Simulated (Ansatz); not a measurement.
# BaTe: the cost of one run

Computed with Ansatz 0.2.0 (DFT PBEsol, frozen-core PAW, scalar-relativistic unless said, unless a step's input says otherwise).

## Step 1: The system as given

Symmetry: Fm-3m, No. 225, cubic system. Conventional cell: a = 6.820 Å, b = 6.820 Å, c = 6.820 Å, α = 90.00°, β = 90.00°, γ = 90.00°. Ba (site symmetry m-3m) has 6 Te at 3.41 Å as nearest neighbours. Te (site symmetry m-3m) is surrounded by 6 Ba at 3.41 Å.

Structure file:

```
Ba Te
1.0
     0.00000    3.41000    3.41000
     3.41000    0.00000    3.41000
     3.41000    3.41000    0.00000
Ba Te
1 1
Cartesian
  0.0000 0.0000 0.0000
  3.4100 3.4100 3.4100
```

Cartesian axes are those of the input's lattice vectors. The structure goes back to a database entry.

## Step 2: Cell and atoms relaxed, PAW

Input file input.yaml:

```yaml
crystal:
  lattice:
    - [0.0, 3.41, 3.41]
    - [3.41, 0.0, 3.41]
    - [3.41, 3.41, 0.0]
  atoms:
    - { symbol: Ba, position: [0.0, 0.0, 0.0] }
    - { symbol: Te, position: [0.5, 0.5, 0.5] }
kpoints:
  mp_grid: { grid: [10, 10, 10] }
scf:
  occupations: { method: fermi_dirac, width: 0.05 }
hamiltonian:
  xc: pbesol
  pseudopotentials: { kind: paw }
relax:
  f_tol: 0.002
  max_steps: 80
  cell: {}
output:
  forces: true
  stress: true
```

The run is started by

```console
> ansatz run input.yaml --threads 1 --pin off --max-ram 3072MiB --backend cpu --events-out ev --progress --plain --runs-dir out
```

Q: Estimate wall time and peak memory on 1 thread of Arm Neoverse V1, shared host.

About 16 s, with a peak of 0.39 GiB.
